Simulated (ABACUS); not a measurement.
**La: changing the dispersion correction**

The cell as given:

Space group P6_3/mmc (No. 194). a = 3.750 Å, b = 3.750 Å, c = 6.070 Å, α = 90.00°, β = 90.00°, γ = 120.00°
| atom | site | symmetry | x | y | z |
| --- | --- | --- | --- | --- | --- |
| La | 2c | -6m2 | 0.6667 | 0.3333 | 0.7500 |

This isn't the form of La at room conditions, which is double hcp.

Kept alike: task relaxation of cell and atoms; functional PBE; k mesh 6 × 6 × 4; occupations fermi-dirac, width 0.05 eV; no spin polarisation. Program: ABACUS, PseudoDojo NC SR 0.4.1 PBE standard, plane waves, cutoff 1510 eV. The mesh is that of the run's cell of 2 atoms. No spin-orbit coupling.

| dispersion correction | volume (Å³/atom) | first edge of the run's cell (Å) | third edge of the run's cell (Å) |
| --- | --- | --- | --- |
| D2 | 31.991 | 3.562 | 5.824 |
| D3(zero) | 34.973 | 3.672 | 5.990 |
| D3(BJ) | 34.959 | 3.671 | 5.992 |
| D3(BJ)+ABC | 35.299 | 3.683 | 6.009 |
| none | 37.784 | 3.772 | 6.133 |

The relaxations keep at least the cell's symmetry (P6_3/mmc). For a metal such a mesh leaves the last digits unconverged. Relaxations stop with a little pressure left, so the last digits of a volume or edge aren't settled.

The volume runs from 31.991 (D2) to 37.784 Å³/atom (none). Against no correction: D2 -15.3 %; D3(zero) -7.4 %; D3(BJ) -7.5 %; D3(BJ)+ABC -6.6 %. Dispersion terms mostly attract and so lower the volume; the schemes' coefficients and damping set how far. The first edge of the run's cell runs from 3.562 (D2) to 3.772 Å (none). The third edge of the run's cell runs from 5.824 (D2) to 6.133 Å (none).
